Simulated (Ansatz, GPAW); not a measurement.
# Pb: 3 runs at one level of theory

```xyz
2
Lattice="0.0000 3.4390 3.4390 3.4390 0.0000 3.4390 3.4390 3.4390 0.0000" Properties=species:S:1:pos:R:3 pbc="T T T"
Pb    1.7195    1.7195    1.7195
Pb    0.0000    0.0000    0.0000
```

This isn't the form of Pb at room conditions, which is fcc.

Alike in all runs: task band structure; functional PBEsol; k mesh 7 × 7 × 7; occupations fermi-dirac, width 0.05 eV; no spin polarisation; no spin-orbit coupling. Pressure is positive in compression and, in plane waves, holds the error of the finite cutoff, which Ansatz's Pulay term estimates and takes out.

```json
{"program and potentials": "Ansatz, PAW datasets made for the crystal", "plane-wave cutoff (eV)": "240", "notes": "-", "band gap (eV)": "no gap", "pressure (GPa)": "0.46"}
{"program and potentials": "GPAW, PAW data sets generated for this functional", "plane-wave cutoff (eV)": "600", "notes": "-", "band gap (eV)": "no gap", "pressure (GPa)": "0.13"}
{"program and potentials": "Ansatz, all-electron LAPW, scalar-relativistic", "plane-wave cutoff (eV)": "-", "notes": "-", "band gap (eV)": "no gap", "pressure (GPa)": "0.46"}
```

None finds a gap. The pressure spans 0.13 (GPAW, PAW data sets generated for this functional) to 0.46 GPa (Ansatz, all-electron LAPW, scalar-relativistic), with all-electron results at 0.46.

The functional is the same throughout but for its coding, so the spread measures potentials, basis and numerics; runs on potential files found faulty are left out.
